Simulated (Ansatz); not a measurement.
The system is HfO2.

```
Hf O
1.0
     5.08032    0.00000    0.00000
     0.00000    5.16487    0.00000
     0.00000    0.00000    4.89088
Hf O
4 8
Direct
  0.22259 0.78180 0.27207
  0.72259 0.71820 0.72793
  0.77741 0.21820 0.27207
  0.27741 0.28180 0.72793
  0.18682 0.16365 0.10453
  0.68682 0.33635 0.89547
  0.81318 0.83635 0.10453
  0.31318 0.66365 0.89547
  0.00000 0.50000 0.48905
  0.50000 0.00000 0.51095
  0.00000 0.00000 0.57562
  0.50000 0.50000 0.42438
```

The cell comes from a database or a generator and needn't be the stable form of this composition.

Program: Ansatz 0.2.0. Alike in all runs: task band structure; potentials or basis Ansatz PAW; cell as given; k mesh 5 × 5 × 6; smearing fermi-dirac 0.05 eV.

Question: Order these runs on this cell by their band gap on the k mesh, lowest first.
A. level LDA; spin off; cutoff (eV) 420
B. level r2SCAN; spin SOC, no magnetisation; cutoff (eV) 500
C. level LDA+U; spin off; U Hf d U = 1 eV; cutoff (eV) 420; hubbard projectors ortho-atomic (the default); double counting fll (the default)

Answer: A (3.67 eV), C (3.86 eV), B (4.38 eV).

Caveats: spin-orbit coupling is left out, which moves the levels of the heavy elements (some runs).

Runs at the PBE level aren't shown here.
